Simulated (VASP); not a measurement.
CdTe, 2 atoms in the cell. The structure is cubic, space group F-43m (No. 216). Conventional cell: a = 6.564 Å, b = 6.564 Å, c = 6.564 Å, α = 90.00°, β = 90.00°, γ = 90.00°. Cd (site symmetry -43m) has 4 Te at 2.84 Å as nearest neighbours. Around Te (site symmetry -43m) lie 4 Cd at 2.84 Å. The cell is a database's computed one.

| Item | Value |
| --- | --- |
| Program | VASP 6.6.1 |
| Task | relaxation of cell and atoms |
| Functional | r2SCAN |
| Dispersion | rVV10 |
| Potentials or basis | VASP PAW PBE potentials, release 64 (Cd, Te) |
| Cutoff | 600 eV |
| k mesh | 10 × 10 × 10 |
| Occupations | gaussian, width 0.02 eV |
| Spin | no spin polarisation |
| Further INCAR settings | ALGO = Normal; EDIFF = 1e-07; IBRION = 2; EDIFFG = -0.005; NSW = 90; ISIF = 3 |

Potentials or basis: VASP PAW PBE potentials, release 64 (Cd, Te).

Run with:

```bash
$ cat potpaw_PBE.64/Cd/POTCAR potpaw_PBE.64/Te/POTCAR > POTCAR
$ mpirun -np 1 vasp_std > vasp.out
```

Hardware: 1 thread of Intel(R) Xeon(R) Platinum 8375C CPU @ 2.90GHz (Ice Lake) (shared host).

Q: Estimate the wall time of this run.

A: It took 12 min on 1 thread of Intel(R) Xeon(R) Platinum 8375C CPU @ 2.90GHz (Ice Lake), on a shared host, peak memory 0.52 GiB. Counts: scf iterations 44, k points 47, ion steps 3.
